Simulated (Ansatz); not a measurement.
Calculated ¹⁸¹Ta nuclear quadrupole resonance for TaSi2

Cell: an entry of the Crystallography Open Database (COD), ions relaxed with PBE at fixed cell.

Space group P6_422 (No. 181); a = 4.7839, c = 6.5700 Å, γ = 120.00°.

| site | Wyckoff | site symmetry | x | y | z |
| --- | --- | --- | --- | --- | --- |
| Ta | 3c | 222 | 0.5000 | 0.0000 | 0.0000 |
| Si | 6i | ..2 | 0.1590 | 0.3179 | 0.0000 |

One atom of each set is listed.

The numbers come from a DFT calculation in Ansatz (LDA, plane waves and PAW, scalar-relativistic, 420 eV cutoff, Γ-centred 11×11×7 k-points, Fermi–Dirac smearing 0.05 eV).

¹⁸¹Ta: I = 7/2, Q = 3170 mb (year-2017 value). Static lattice, zero field.

(1) At which frequencies do the ¹⁸¹Ta NQR lines lie?

## Answers

(1) For I = 7/2 and η = 0 the lines are |C_Q|/14 times 1, 2 and 3; η shifts the lowest up most. At large η the states mix, and weaker lines appear at sums of the main ones; lines under 5 % of the strongest are left out.

```tsv
site	atoms	V_zz (10²¹ V/m²)	C_Q (MHz)	η	line frequencies (MHz)
Ta	3	6.60	506	0.79	65.9, 81.7, 101.2, 147.6
```

At this cell the LDA pressure is -6 GPa, so with LDA the cell would shrink if it were relaxed. The run finds no gap above 0.1 eV (a metal, or nearly one), so the gradients can move by 10 % or more with the k-mesh. Without spin–orbit coupling the gradients at and beside Ta can be off by some per cent, at some sites by more.
